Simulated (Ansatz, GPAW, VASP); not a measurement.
## WC: programs and potentials compared

```
W C
1.0
     2.90650    0.00000    0.00000
    -1.45325    2.51710    0.00000
     0.00000    0.00000    2.83660
W C
1 1
Direct
  0.00000 0.00000 0.00000
  0.66667 0.33333 0.50000
```

Alike in all runs: task single point; functional PBE; k mesh 10 × 10 × 9; occupations gaussian, width 0.011 eV; no spin polarisation; no spin-orbit coupling. Pressure is positive in compression and, in plane waves, holds the error of the finite cutoff, which Ansatz's Pulay term estimates and takes out.

| program and potentials | plane-wave cutoff (eV) | notes | pressure (GPa) |
| --- | --- | --- | --- |
| Ansatz, Ansatz PAW | 420 | Pulay term of +0.31 GPa included | 5.60 |
| VASP, PBE PAW files C, W_sv, 520 eV | 520 | - | 6.73 |
| Ansatz, all-electron LAPW, scalar-relativistic | - | - | 5.69 |
| GPAW, GPAW PAW data sets (gpaw-data 1.2.1) | 800 | - | ? |

**Question.** Estimate from the other rows what the run with GPAW, GPAW PAW data sets (gpaw-data 1.2.1) gave.

**Answer.** Pressure 5.36 GPa. The other rows, which needn't bracket it: pressure 5.60 to 6.73.
